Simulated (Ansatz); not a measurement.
# Si2Se and its competing phases

The calculation used DFT PBE, scalar-relativistic, plane waves, PAW (Ansatz). All cells share a 420 eV cutoff and Γ-centred k meshes spaced at most about 0.3 Å⁻¹ (2π included). No spin polarisation.

The zero of energy is the elements' standard structures at the same level; no fitted shifts are applied.

These are static total energies at zero pressure. Weakly bound directions are ill-defined at this level, which has no dispersion term (Si2Se Pm, SiSe2 Ibam). The reference form of Se is held partly by dispersion forces, which this level lacks.

The competitors are the elements and 1 reference phase of this chemical system (from databases or known types: SiSe2), relaxed at the same level; other known phases may be missing.

The candidate was reached from: a relaxed cell, shaken at random and relaxed again.

```cif
data_structure
_symmetry_space_group_name_H-M 'P 1'
_symmetry_Int_Tables_number 1
_cell_length_a 5.8686
_cell_length_b 3.8092
_cell_length_c 6.8787
_cell_angle_alpha 90.000
_cell_angle_beta 103.552
_cell_angle_gamma 90.000
_cell_volume 149.49
loop_
_atom_site_label
_atom_site_type_symbol
_atom_site_fract_x
_atom_site_fract_y
_atom_site_fract_z
_atom_site_occupancy
Si1 Si 0.68973 0.00000 0.35640 1
Si2 Si 0.94027 0.50000 0.40855 1
Si3 Si 0.71035 0.00000 0.69295 1
Si4 Si 0.15991 0.50000 0.73405 1
Se1 Se 0.57737 0.50000 0.87247 1
Se2 Se 0.08904 0.00000 0.93559 1
```

Question: Where does it stand against these competitors?

Answer: Not stable. Its formation energy is 0.208 eV/atom. The lowest competing mixture at this composition is this:

| phase | space group | source | share of atoms | ΔE_f (eV/atom) |
| --- | --- | --- | --- | --- |
| Si | - | element | 0.5000 | -0.0007 |
| SiSe2 | Ibam (No. 72) | Materials Project | 0.5000 | -0.459 |

The lowest database cell of Si (-0.0007) lies slightly below the reference, hence the non-zero entry.

The mixture lies at -0.230 eV/atom, and the candidate lies 0.44 eV/atom above it. The candidate matches no cell in the subsets of the Crystallography Open Database and the Materials Project at hand. A phase this far over the hull is unlikely to be made. It holds Si–Si chains (shortest 2.29 Å).
